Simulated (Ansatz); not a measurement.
Program: Ansatz. Geometries: PBE0-D4/def2-TZVP. ΔE: electronic, gas phase. CCSD(T)/CBS is the MP2 limit (def2-TZVPP, def2-QZVPP) plus CCSD(T) − MP2 in def2-TZVPP, frozen cores. DFT in def2-TZVPP. B3LYP here is the variant with VWN-RPA as its local correlation; programs differ in this. One conformer a species, not always the lowest.

`C=C([SiH3])CC` + `CCCO` → `CCCO[SiH3]` + `C=CCC`  (ligand exchange at the Si–C bond)

```csv
level,ΔE (kJ/mol),difference from CCSD(T)/CBS
PBE-D4,-79.0,12.2
r2SCAN-D4,-91.0,0.2
PBE0-D4,-83.3,7.9
B3LYP-D4,-93.5,-2.3
ωB97X-V,-92.0,-0.8
ωB97M-V,-91.3,-0.1
B2PLYP,-98.1,-6.9
PBE,-82.7,8.5
r2SCAN,-91.9,-0.7
PBE0,-86.6,4.6
B3LYP,-99.7,-8.5
HF/def2-TZVPP,-114.8,-23.6
MP2/def2-TZVPP,-91.8,-0.6
SCS-MP2/def2-TZVPP,-96.5,-5.3
CCSD/def2-TZVPP,-95.0,-3.8
CCSD(T)/def2-TZVPP,-91.2,0.0
HF/def2-QZVPP,-116.2,-25.0
MP2/def2-QZVPP,-92.2,-1.0
SCS-MP2/def2-QZVPP,-96.9,-5.7
HF/CBS(def2),-116.4,-25.2
MP2/CBS(def2),-91.8,-0.6
CCSD/CBS(def2),-95.0,-3.8
CCSD(T)/CBS,-91.2,0
```

Largest T1 diagnostic among the species: 0.011.

The D4 term adds +6.2 kJ/mol with B3LYP and +3.3 kJ/mol with PBE0; it sums over pairs of atoms, weighted by their polarisabilities, and B3LYP, whose exchange is more repulsive, gets the larger term. From PBE to PBE0 (25 % exact exchange), in def2-TZVPP and without D4, ΔE moves by −3.8 kJ/mol.

CCSD(T)/CBS has its own doubt, a few kJ/mol and more with outer-core shells, so smaller differences from it don't rank the levels.
